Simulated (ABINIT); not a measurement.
A calculation with ABINIT 10.8.3 (patched build) of W (ASE script, Cartesian positions):

File run.py:

```python
import json, os
import numpy as np
from ase.units import GPa
from ase.calculators.abinit import Abinit, AbinitProfile
from ase.io import read

atoms = read('W.xyz')

profile = AbinitProfile(command='abinit', pp_paths=[os.path.abspath('pseudos')])
params = dict(
    pps='pawxml', xc='PBE',
    ecut=435.3822,
    pawecutdg=870.7644,
    kptopt=1,
    ngkpt=[12, 12, 12],
    nshiftk=1,
    shiftk=[0.0, 0.0, 0.0],
    ixc=11,
    nband=11,
    occopt=3,
    tsmear=0.05,
    nstep=100,
    tolvrs=1e-09,
    prtwf=0,
    prtden=0,
)

atoms.calc = Abinit(profile=profile, directory='run', **params)
energy = atoms.get_potential_energy()
forces = atoms.get_forces()
stress = atoms.get_stress()
print(f'energy {energy:.6f} eV')
print('forces (eV/A)')
print(np.round(forces, 5))
print('stress (GPa, Voigt, tension positive)', np.round(stress / GPa, 4))
json.dump(dict(energy=energy, forces=forces.tolist(), stress=stress.tolist(), cell=atoms.cell.tolist(), frac=atoms.get_scaled_positions(wrap=False).tolist()), open('results.json', 'w'))
```

The input W.xyz:

```xyz
1
Lattice="-1.5823450000 1.5823450000 1.5823450000 1.5823450000 -1.5823450000 1.5823450000 1.5823450000 1.5823450000 -1.5823450000" Properties=species:S:1:pos:R:3 pbc="T T T"
W      0.0000000000      0.0000000000      0.0000000000
```

Potentials or basis: JTH PAW PBE v2.0.

Command:

```console
$ python run.py
```

**Question.** Write the same calculation in another form: native input, structure from a POSCAR.

**Answer.** As run:

File run.abi:

```
# Pseudopotentials
pp_dirpath "./"
pseudos "W.GGA_PBE-JTH.xml"

# Structure
structure "poscar:POSCAR"
natom 1

# Plane-wave basis
ecut 435.382180 eV
pawecutdg 32.0

# k points
kptopt 1
ngkpt 12 12 12
nshiftk 1
shiftk 0.0 0.0 0.0

# Exchange and correlation
ixc 11

# Bands and occupations
nband 11
occopt 3
tsmear 0.00183747

# SCF cycle
nstep 100
tolvrs 1.0e-9

# Output
iomode 3
prtwf 0
prtden 0
prteig 0
prtebands 0
```

Contents of POSCAR:

```
W
1.0
   -1.5823450000      1.5823450000      1.5823450000
    1.5823450000     -1.5823450000      1.5823450000
    1.5823450000      1.5823450000     -1.5823450000
W
1
Direct
    0.0000000000      0.0000000000      0.0000000000  W
```

Potentials or basis: JTH PAW PBE v2.0.

Command:

```sh
$ abinit run.abi > log 2>&1
```

Both were run:

|  | ASE script, Cartesian positions | native input, structure from a POSCAR |
| --- | --- | --- |
| Pressure | 5.3 GPa | 5.3 GPa |
| Band gap on the k mesh | none (metal or under the smearing width) | none (metal or under the smearing width) |
| Valence electrons inside the program's atomic spheres | W 11.75 (radii [1.2763] Å) | W 11.75 (radii [1.2763] Å) |

Keys that steer only the numerical path or the files written may differ.
